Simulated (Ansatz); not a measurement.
## Bi: the change of pressure with volume per atom

Equation of state of a cubic crystal from periodic Kohn-Sham density functional theory without spin; pressure corrected for the finite basis. The results are calculated, by Ansatz 0.2.0 development build.

Cell of the first row (space group Fd-3m, No. 227):
```
cell vectors (Å)
   0.0000     3.5479     3.5479
   3.5479     0.0000     3.5479
   3.5479     3.5479     0.0000
atoms (fractions of the cell vectors)
Bi  0.00000  0.00000  0.00000
Bi  0.25000  0.25000  0.25000
```

Settings of every row: formula Bi; structure type diamond; functional r2SCAN; spin treatment none; k mesh 8x8x8; occupation method fermi-dirac; occupation width 0.1 eV; wave cutoff 700 eV; datasets hard PAW; density cutoff ratio 4; xc grid level 2.

Limits: a cubic model structure, not a phase known at ambient conditions; no spin-orbit coupling with 6p elements; pseudopotentials made with PBE, not this functional; the SCF threshold is loose for a stress in some rows.

```
row  volume per atom (Å³)  pressure (GPa)  energy above lowest point (meV/atom)
  1                44.661           2.173                                 17.73
  2                46.117           0.945                                  3.72
  3                47.574               ?                                     ?
  4                 49.03          -0.983                                  5.02
  5                50.486          -1.734                                 17.46
```

Question: what pressure should row 3 give?

Worked fit of pressure. Take u = (V_r/V)^(2/3) − 1 with V_r = 47.573 Å³ an atom, which is twice the finite (Eulerian) strain; such expansions in the strain, on which the Birch-Murnaghan equation of state is built, carry the rest volume and the bulk modulus. The shown rows have u = 0.04301, 0.02094, -0.01991, -0.03885. Least squares give pressure = −0.0979 + 47.16 × u + 130.65 × u² GPa; a straight line predicts inner rows, each left out in turn, worse (root mean square 0.13 against 0.005 GPa). The rows lie off it by 0.001, -0.002, 0.002, -0.001. The pressure vanishes at u = 0.0021, or V = 47.43 Å³ an atom, and there the bulk modulus at fixed shape and fractions is B = −V dP/dV = (2/3)(1 + u) dP/du = 31.9 GPa. The withheld row has u = -1e-05, so the fit gives −0.0979 + 47.16 × (-1e-05) + 130.65 × (-1e-05)² = -0.098 GPa.

The calculation gave -0.098 GPa. The fit meets it to the printed digit.

The other values of row 3: energy above lowest point 0 meV/atom.
